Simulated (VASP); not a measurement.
# Rh in VASP: relaxation of the atoms with PBE+D3(BJ)

Aim: the relaxation of the atoms of Rh with PBE+D3(BJ).

Everything below comes from runs of VASP 6.6.1. Logs are shortened: lines on timing, memory, paths and dates and some standing lists are left out, and cuts for length are marked.

### 1 The structure

The cell holds a slab with vacuum, 4 atoms: a = 2.698 Å, b = 2.698 Å, c = 27.713 Å, α = 90.00°, β = 90.00°, γ = 120.00°.

The cell was built by a generator and needn't be a form met in nature.

### 2 Relaxation of the atoms, PBE+D3(BJ)

Input file INCAR:

```
SYSTEM = Rh
PREC     = Accurate       ! precision mode
ENCUT    = 520            ! plane-wave cutoff, eV
EDIFF    = 1E-6           ! SCF threshold, eV
ISMEAR   = 1              ! smearing method
SIGMA    = 0.1            ! smearing width, eV
LREAL    = .False.        ! projectors in reciprocal space
LASPH    = .True.         ! aspherical terms in the spheres
NELM     = 120            ! most SCF steps
ALGO     = Fast           ! electronic algorithm
ISIF     = 2              ! what is computed and relaxed
LWAVE    = .False.        ! write WAVECAR
LCHARG   = .False.        ! write CHGCAR
LDIPOL   = .True.       
IDIPOL   = 3            
DIPOL    = 0.5 0.5 0.500
GGA      = PE             ! functional
IVDW     = 12             ! dispersion correction
IBRION   = 2              ! ionic algorithm
NSW      = 90             ! ionic steps
EDIFFG   = -0.02          ! ionic threshold
KPAR     = 2
```

Input file KPOINTS:

```
Automatic mesh
0
Gamma
  14 14 1
  0 0 0
```

Input file POSCAR:

```
Rh
1.0
    2.6979127300      0.0000000000      0.0000000000
   -1.3489563700      2.3364609300      0.0000000000
    0.0000000000      0.0000000000     27.7128158800
Rh
4
Direct
    0.6666670000      0.3333330000      0.3823817900
    0.3333340000      0.6666660000      0.4607927200
    0.0000000000      1.0000000000      0.5392072800
    0.6666670000      0.3333330000      0.6176182100
```

Potentials or basis: VASP PAW PBE potentials, release 64 (Rh_pv).

Run with:

```sh
$ cat potpaw_PBE.64/Rh_pv/POTCAR > POTCAR
$ mpirun -np 2 vasp_std > vasp.out
```

OUTCAR:

```text
SYSTEM = Rh
   PREC = Accurate
   ENCUT = 520
   EDIFF = 1E-6
   ISMEAR = 1
   LREAL = .False.
   LASPH = .True.
   NELM = 120
   ISIF = 2
   GGA = PE
   IVDW = 12
   IBRION = 2
   NSW = 90
   EDIFFG = -0.02
 IVDW          = 12

 ion  position               nearest neighbor table
   1  0.667  0.333  0.382-   2 2.67   2 2.67   2 2.67
   2  0.333  0.667  0.461-   1 2.67   1 2.67   1 2.67   3 2.67   3 2.67   3 2.67
   3  0.000  0.000  0.539-   4 2.67   4 2.67   4 2.67   2 2.67   2 2.67   2 2.67
   4  0.667  0.333  0.618-   3 2.67   3 2.67   3 2.67

  LATTYP: Found a hexagonal cell.
 ALAT       =     2.6979127300
 C/A-ratio  =    10.2719467431

  Lattice vectors:

 A1 = (   2.6979127300,   0.0000000000,   0.0000000000)
 A2 = (  -1.3489563700,   2.3364609300,   0.0000000000)
 A3 = (   0.0000000000,   0.0000000000,  27.7128158800)

Analysis of symmetry for initial positions (statically):
=====================================================================
 Subroutine PRICEL returns:
 Original cell was already a primitive cell.

 Routine SETGRP: Setting up the symmetry group for a
 hexagonal supercell.

 Subroutine GETGRP returns: Found 12 space group operations
 (whereof  6 operations were pure point group operations)
 out of a pool of 24 trial point group operations.

The static configuration has the point symmetry C_3v.
 The point group associated with its full space group is D_3d.

Analysis of symmetry for dynamics (positions and initial velocities):
=====================================================================
 Subroutine PRICEL returns:
 Original cell was already a primitive cell.

 Routine SETGRP: Setting up the symmetry group for a
 hexagonal supercell.

 Subroutine GETGRP returns: Found 12 space group operations
 (whereof  6 operations were pure point group operations)
 out of a pool of 24 trial point group operations.

The dynamic configuration has the point symmetry C_3v.
 The point group associated with its full space group is D_3d.

 Subroutine INISYM returns: Found 12 space group operations
 (whereof  6 operations are pure point group operations),
 and found     1 'primitive' translations

----------------------------------------------------------------------------------------

                                     Primitive cell

  volume of cell :     174.6896

  direct lattice vectors                    reciprocal lattice vectors
     2.697912730  0.000000000  0.000000000     0.370656912  0.213998871  0.000000000
    -1.348956370  2.336460930  0.000000000     0.000000000  0.427997741  0.000000000
     0.000000000  0.000000000 27.712815880     0.000000000  0.000000000  0.036084388

  length of vectors
     2.697912730  2.697912705 27.712815880     0.427997737  0.427997741  0.036084388

  position of ions in fractional coordinates (direct lattice)
     0.666667000  0.333333000  0.382381790
     0.333334000  0.666666000  0.460792720
     0.000000000  0.000000000  0.539207280
     0.666667000  0.333333000  0.617618210

  ion indices of the primitive-cell ions
   primitive index   ion index
                 1           1
                 2           2
                 3           3
                 4           4

----------------------------------------------------------------------------------------

 KPOINTS: Automatic mesh

Automatic generation of k-mesh.
 Grid dimensions read from file:
 generate k-points for:   14   14    1

 Generating k-lattice:

  Cartesian coordinates                     Fractional coordinates (reciprocal lattice)
     0.026475494  0.015285634  0.000000000     0.071428571  0.000000000  0.000000000
     0.000000000  0.030571267  0.000000000     0.000000000  0.071428571  0.000000000
     0.000000000  0.000000000  0.036084388     0.000000000  0.000000000  1.000000000

  Length of vectors
     0.030571267  0.030571267  0.036084388

  Shift w.r.t. Gamma in fractional coordinates (k-lattice)
     0.000000000  0.000000000  0.000000000

 Subroutine IBZKPT returns following result:
 ===========================================

 Found     24 irreducible k-points:

 Following reciprocal coordinates:
            Coordinates               Weight
  0.000000  0.000000  0.000000      1.000000
  0.071429  0.000000  0.000000      6.000000
  0.142857  0.000000  0.000000      6.000000
  0.214286  0.000000  0.000000      6.000000
  0.285714  0.000000  0.000000      6.000000
  0.357143  0.000000  0.000000      6.000000
[... 16 lines left out ...]
  0.285714  0.285714  0.000000      6.000000
  0.357143  0.285714  0.000000      6.000000
   k-points           NKPTS =     24   k-points in BZ     NKDIM =     24   number of bands    NBANDS=     36
   number of dos      NEDOS =    301   number of ions     NIONS =      4
   total plane-waves  NPLWV =  84000
   dimension x,y,z NGX =    20 NGY =   20 NGZ =  210
   dimension x,y,z NGXF=    40 NGYF=   40 NGZF=  420
   ions per type =               4
   NGX,Y,Z   is equivalent  to a cutoff of  12.32, 12.32, 12.60 a.u.
   NGXF,Y,Z  is equivalent  to a cutoff of  24.65, 24.65, 25.20 a.u.
 SYSTEM =  Rh
   PREC   = accura    normal or accurate (medium, high low for compatibility)
   ISTART =      0    job   : 0-new  1-cont  2-samecut
   ICHARG =      2    charge: 1-file 2-atom 10-const
   ISPIN  =      1    spin polarized calculation?
   LNONCOLLINEAR =      F non collinear calculations
   LSORBIT =      F    spin-orbit coupling
   LASPH  =      T    aspherical Exc in radial PAW
   ENCUT  =  520.0 eV  38.22 Ry    6.18 a.u.   5.02  5.02 51.53*2*pi/ulx,y,z
   NELM   =    120;   NELMIN=  2; NELMDL= -5     # of ELM steps
   EDIFF  = 0.1E-05   stopping-criterion for ELM
   LREAL  =      F    real-space projection
   EDIFFG = -.2E-01   stopping-criterion for IOM
   NSW    =     90    number of steps for IOM
   IBRION =      2    ionic relax: 0-MD 1-quasi-New 2-CG
   NFREE  =      1    steps in history (QN), initial steepest desc. (CG)
   ISIF   =      2    stress and relaxation
   ISYM   =      2    0-nonsym 1-usesym 2-fastsym
   POTIM  = 0.5000    time-step for ionic-motion
   TEBEG  =    0.0;   TEEND  =   0.0 temperature during run
   PSTRESS=    0.0 pullay stress
   NELECT =      60.0000    total number of electrons
   NUPDOWN=      -1.0000    fix difference up-down
   EMIN   =  10.00;   EMAX   =-10.00  energy-range for DOS
   EFERMI =   0.00;   METHOD = LEGACY
   ISMEAR =     1;   SIGMA  =   0.10  broadening in eV -4-tet -1-fermi 0-gaus
   EFERMI_NEDOS =   21; number of points for ismear=-14 and -15
   IALGO  =     68    algorithm
   IMIX   =      4    mixing-type and parameters
     AMIX     =   0.40;   BMIX     =  1.00
     AMIX_MAG =   1.60;   BMIX_MAG =  1.00
  volume/ion in A,a.u.               =      43.67       294.72
  Fermi-wavevector in a.u.,A,eV,Ry     =   1.146488  2.166548 17.883974  1.314435
  Thomas-Fermi vector in A             =   2.283172
   LORBIT       =      0    0 simple, 1 ext, 2 COOP (PROOUT), +10 PAW based schemes
   GGA     = PE    functional components
   LHFCALC =     F    Hartree Fock is set to
   AEXX    =    0.0000 exact exchange contribution
   IVDW    =    12    specifies the selected vdW correction
   LEPSILON=     F    determine dielectric tensor
   LRPA    =     F    only Hartree local field effects (RPA)
 conjugate gradient relaxation of ions
 non-spin polarized calculation
 RMM-DIIS sequential band-by-band and
 Methfessel and Paxton  Order N= 1 SIGMA  =   0.10
  energy-cutoff  :      520.00
  volume of cell :      174.69
 maximum number of plane-waves:      4769
 NGX is ok and might be reduce to    20
   NGX =  9   NGY =  9   NGZ =103

--------------------------------------- Ionic step        1  -------------------------------------------

 number of electron      60.0000015 magnetization

 Free energy of the ion-electron system (eV)
  ---------------------------------------------------
  ext. energy  EPLUGINS =         0.00000000
  ---------------------------------------------------
  free energy    TOTEN  =       -27.44631257 eV

  energy without entropy =      -27.44278751  energy(sigma->0) =      -27.44513755

------------------------ aborting loop because EDIFF is reached ----------------------------------------

 Edisp (eV)   -1.91304

 E8    (eV) :    -0.8907

  FORCE on cell =-STRESS in cart. coord.  units (eV):
  Direction    XX          YY          ZZ          XY          YZ          ZX
  --------------------------------------------------------------------------------------
  -------------------------------------------------------------------------------------
  Total      -3.06686    -3.06686    -1.13601     0.00000    -0.00000     0.00000
  in kB     -28.12791   -28.12791   -10.41902     0.00000    -0.00000     0.00000
  external pressure =      -22.22 kB  Pullay stress =        0.00 kB
[... 191 lines left out ...]
  energy  without entropy=      -29.3607372012  energy(sigma->0) =      -29.36279484

--------------------------------------- Ionic step        6  -------------------------------------------

 number of electron      59.9999993 magnetization

 dipolmoment           0.000000      0.000000     -0.000001 electrons x Angstroem

 Free energy of the ion-electron system (eV)
  ---------------------------------------------------
  ext. energy  EPLUGINS =         0.00000000
  ---------------------------------------------------
  free energy    TOTEN  =       -27.44034717 eV

  energy without entropy =      -27.43744340  energy(sigma->0) =      -27.43937925

 E-fermi :   0.2168     XC(G=0):  -5.0835

 val. band max:        0.2157063724   @ k =   0.2143   0.0000   0.0000
 cond. band min:       0.2178755870   @ k =   0.0000   0.0000   0.0000
 fundamental gap:      0.0021692146
 Fermi energy:         0.2168052558

 k-point     1 :       0.0000    0.0000    0.0000
  band No.  band energies     occupation
      1     -46.9002      2.00000
      2     -46.5280      2.00000
      3     -46.2945      2.00000
      4     -46.2945      2.00000
      5     -46.2348      2.00000
      6     -46.2348      2.00000
[... 925 lines left out ...]
     35       7.3725      0.00000
     36       8.0317      0.00000

------------------------ aborting loop because EDIFF is reached ----------------------------------------

 vacuum level on the upper side and lower side of the slab       (xc-potential included)        -0.076        -0.075

 Edisp (eV)   -1.92351

 E8    (eV) :    -0.8959

  FORCE on cell =-STRESS in cart. coord.  units (eV):
  Direction    XX          YY          ZZ          XY          YZ          ZX
  --------------------------------------------------------------------------------------
  -------------------------------------------------------------------------------------
  Total      -2.74477    -2.74477    -0.05485     0.00000    -0.00000     0.00000
  in kB     -25.17384   -25.17384    -0.50306     0.00000    -0.00000     0.00000
  external pressure =      -16.95 kB  Pullay stress =        0.00 kB
[... 19 lines left out ...]
  FREE ENERGIE OF THE ION-ELECTRON SYSTEM (eV)
  ---------------------------------------------------
  free  energy   TOTEN  =       -29.3638570566 eV

  energy  without entropy=      -29.3609532828  energy(sigma->0) =      -29.36288913

 reached required accuracy - stopping structural energy minimisation

 vacuum level on the upper side and lower side of the slab         5.298         5.298
```

Wall time 4.5 min (2 MPI ranks of Intel Xeon 6975P-C (Granite Rapids), shared host); peak memory 0.34 GiB.

What came out:

- Free energy: -29.3639 eV
- Energy gained by relaxing: 1.1 meV/atom
- Ionic steps: 6
- Band gap on the k mesh: none (metal or under the smearing width)
- Dispersion energy per atom: -0.481 eV

The path:
```csv
step,energy change (eV),largest force (eV/Å),pressure (GPa)
1,0.0000,0.1536,-2.22
2,-0.0021,0.1070,-2.08
3,-0.0042,0.0460,-1.79
4,-0.0044,0.0465,-1.70
5,-0.0045,0.0260,-1.69
6,-0.0045,0.0006,-1.70
```

Final structure:
```yaml
crystal:
  lattice:
    - [2.69791, 0.00000, 0.00000]
    - [-1.34896, 2.33646, 0.00000]
    - [0.00000, 0.00000, 27.71282]
  atoms:
    - { symbol: Rh, position: [0.66667, 0.33333, 0.38332] }
    - { symbol: Rh, position: [0.33333, 0.66667, 0.46114] }
    - { symbol: Rh, position: [0.00000, 0.00000, 0.53886] }
    - { symbol: Rh, position: [0.66667, 0.33333, 0.61668] }
```
